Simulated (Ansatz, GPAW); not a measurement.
Sn: 3 runs at one level of theory

```xyz
2
Lattice="0.0000 3.2333 3.2333 3.2333 0.0000 3.2333 3.2333 3.2333 0.0000" Properties=species:S:1:pos:R:3 pbc="T T T"
Sn    4.8500    4.8500    4.8500
Sn    3.2333    3.2333    3.2333
```

This isn't the form of Sn at room conditions, which is tetragonal (white tin).

Alike in all runs: task single point; functional RPBE; k mesh 7 × 7 × 7; occupations gaussian, width 0.1 eV; no spin polarisation; no spin-orbit coupling. Pressure is positive in compression and, in plane waves, holds the error of the finite cutoff, which Ansatz's Pulay term estimates and takes out.

```
                                                    program and potentials  plane-wave cutoff (eV)                                                                                   notes  pressure (GPa)
                                                        Ansatz, Ansatz PAW                     420  potentials made for PBE, which Ansatz adapts in part; Pulay term of +0.03 GPa included            5.21
GPAW, the program's PAW data sets (release 1.2.1) made for this functional                     600                                                                                       -            4.95
                            Ansatz, all-electron LAPW, scalar-relativistic                       -                                                                                       -            5.21
```

The pressure spans 4.95 (GPAW, the program's PAW data sets (release 1.2.1) made for this functional) to 5.21 GPa (Ansatz, Ansatz PAW), with all-electron results at 5.21. Some sets were made for another functional than the one run, which can shift their rows.

The functional is the same throughout but for its coding, so the spread measures potentials, basis and numerics; runs on potential files found faulty are left out.
